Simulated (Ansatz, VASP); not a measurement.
**Two plane-wave programs on Al**

```
Al
1.0
     3.96212    0.00000    0.02310
     0.00000    3.96219    0.00000
    -1.96937    0.00000    1.99917
Al
2
Cartesian
  0.0000 0.0000 0.0000
  1.9811 1.9811 0.0116
```

Change from the starting cell: band edges of the strained film's bulk.

Alike in both runs: task single point; functional LDA; k mesh 9 × 9 × 17; occupations gaussian, width 0.1 eV; no spin polarisation.

|  | VASP | Ansatz |
| --- | --- | --- |
| version | VASP 6.6.1 | Ansatz 0.2.0 |
| potentials or method | VASP PAW LDA potentials, release 64 (Al) | scalar-relativistic, plane waves, PAW |
| plane-wave cutoff (eV) | 520 | 420 |
| valence electrons in the cell | 6 | 6 |

|  | VASP | Ansatz | Ansatz less VASP |
| --- | --- | --- | --- |
| gap on the k mesh at the Fermi level (eV) | none | none | - |
| pressure (GPa) | 0.3 | 0.2 | -0.08 |
| largest component of the traceless stress (GPa) | 0.57 | 0.57 | -0.004 |

A gap of «none» marks a metal or a gap that the smearing closes.
